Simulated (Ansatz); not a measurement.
# NaCl: levels along high-symmetry lines

```
Na Cl
1.0
     2.86000    0.00000    0.00000
     0.00000    2.86000    0.00000
     0.00000    0.00000    2.86000
Na Cl
1 1
Direct
  0.00000 0.00000 0.00000
  0.50000 0.50000 0.50000
```

Atoms are numbered in the order listed.

The cell is a database entry far from equilibrium at this level of theory, probably a faulty or high-pressure entry; it serves as a test geometry alone.

Computed with DFT, PBE, all-electron LAPW, scalar-relativistic in Ansatz 0.2.0.

Numerical set-up: a Γ-centred 9×9×9 k mesh, Fermi–Dirac smearing of 0.03 eV, basis error target 0.5 meV/atom, no spin polarisation.

Points in fractions of the reciprocal vectors of this cell: Γ (0, 0, 0), X (0, 0.5, 0), M (0.5, 0.5, 0), R (0.5, 0.5, 0.5). The path joins them by straight lines in the order Γ–X–M–Γ–R–X–R–M; legs that retrace an earlier one aren't tabulated. Energies are in eV from the top of the valence band.

Metal or insulator at this level of theory?

An insulator or semiconductor: gap 4.37 eV, direct at M (0.5, 0.5, 0).

Tabulate bands 9 to 14, counted from the lowest band of the run, along the path.


| k (1/Å) | point | band 9 | band 10 | band 11 | band 12 | band 13 | band 14 |
| --- | --- | --- | --- | --- | --- | --- | --- |
| 0.00 | Γ | -16.95 | -1.26 | -1.26 | -1.26 | 6.59 | 6.59 |
| 0.27 |  | -16.75 | -2.42 | -1.20 | -1.20 | 6.83 | 7.25 |
| 0.55 |  | -16.22 | -4.51 | -1.03 | -1.03 | 7.51 | 7.99 |
| 0.82 |  | -15.62 | -6.21 | -0.86 | -0.86 | 8.49 | 8.81 |
| 1.10 | X | -15.33 | -6.88 | -0.78 | -0.78 | 9.08 | 9.23 |
| 1.37 |  | -15.24 | -6.69 | -1.69 | -0.68 | 9.31 | 9.76 |
| 1.65 |  | -14.99 | -6.20 | -3.41 | -0.42 | 7.03 | 9.74 |
| 1.92 |  | -14.71 | -5.62 | -4.81 | -0.13 | 5.09 | 10.27 |
| 2.20 | M | -14.58 | -5.35 | -5.35 | 0.00 | 4.37 | 10.55 |
| 2.59 |  | -14.87 | -5.15 | -4.96 | -0.25 | 5.78 | 9.95 |
| 2.97 |  | -15.67 | -4.16 | -3.85 | -0.74 | 8.51 | 9.12 |
| 3.36 |  | -16.56 | -2.40 | -2.26 | -1.13 | 7.24 | 8.35 |
| 3.75 | Γ | -16.95 | -1.26 | -1.26 | -1.26 | 6.59 | 6.59 |
| 4.23 |  | -16.39 | -2.33 | -2.18 | -2.18 | 8.54 | 8.54 |
| 4.70 |  | -15.18 | -3.62 | -3.55 | -3.55 | 9.40 | 9.82 |
| 5.18 |  | -13.98 | -4.47 | -4.47 | -4.32 | 6.87 | 7.21 |
| 5.65 | R | -13.37 | -4.78 | -4.78 | -4.78 | 6.26 | 6.26 |
| 6.04 |  | -13.79 | -5.00 | -4.37 | -4.21 | 6.38 | 6.66 |
| 6.43 |  | -14.57 | -5.69 | -3.21 | -2.93 | 7.41 | 7.88 |
| 6.82 |  | -15.14 | -6.52 | -1.66 | -1.51 | 9.79 | 9.99 |
| 7.21 | X | -15.33 | -6.88 | -0.78 | -0.78 | 9.08 | 9.23 |
| 8.76 | R | -13.37 | -4.78 | -4.78 | -4.78 | 6.26 | 6.26 |
| 9.03 |  | -13.59 | -4.87 | -4.87 | -4.18 | 5.93 | 6.82 |
| 9.31 |  | -14.04 | -5.08 | -5.08 | -2.68 | 5.22 | 8.37 |
| 9.58 |  | -14.43 | -5.27 | -5.27 | -0.90 | 4.61 | 10.65 |
| 9.86 | M | -14.58 | -5.35 | -5.35 | 0.00 | 4.37 | 10.55 |

Kohn–Sham gaps of semilocal functionals usually fall short of measured ones.
